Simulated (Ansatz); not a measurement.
CO2:

```
O C
1.0
    -1.97473    1.97473    3.01406
     1.97473   -1.97473    3.01406
     1.97473    1.97473   -3.01406
O C
4 2
Cartesian
  1.3223 0.9874 3.7676
  0.6525 0.9874 0.7535
  2.9621 0.6525 -0.7535
  -0.9874 1.3223 2.2605
  0.0000 0.0000 0.0000
  0.0000 1.9747 1.5070
```

The cell comes from a database or a generator and needn't be the stable form of this composition.

- Program: Ansatz 0.2.0
- Task: relaxation of cell and atoms
- Functional: revPBE
- Potentials or basis: Ansatz PAW
- Cutoff: 420 eV (not typed: the program's choice for these potentials)
- k mesh: 9 × 9 × 9
- Occupations: fermi-dirac, width 0.05 eV
- Spin: no spin polarisation

At the start: volume 7.84 Å³/atom.

Problem. How do energy, volume and symmetry change on relaxing?

Solution. It ends after 7 steps and the volume is 8.02 Å³/atom (+2.4 %); space group I-42d (No. 122, to 0.05 Å).

Step by step:
```
step  energy change (eV)  largest force (eV/Å)  volume (Å³)
   1              0.0000                0.1025        47.01
   2             -0.0062                0.0628        47.82
   3             -0.0057                0.0215        48.05
   4             -0.0057                0.0060        48.05
   5             -0.0131                0.0063        48.05
   6             -0.0127                0.0011        48.13
   7             -0.0132                0.0010        48.13
```

Final structure:
```
CELL_PARAMETERS angstrom
-2.00047 2.00047 3.00692
2.00047 -2.00047 3.00692
2.00047 2.00047 -3.00692
ATOMIC_POSITIONS crystal
O 0.87500 0.96305 0.58805
O 0.37500 0.28695 0.41195
O 0.03695 0.62500 0.91195
O 0.71305 0.12500 0.08805
C 0.00000 0.00000 0.00000
C 0.75000 0.25000 0.50000
```

Caveat: the plane-wave basis is chosen anew once the cell has moved, so the energies of steps on either side of that aren't comparable; the pressure holds a Pulay correction of +1.0 GPa for the finite cutoff; the PAW data sets come from PBE, with cores solved anew for the run's functional, which leaves a small shift of forces and pressure.
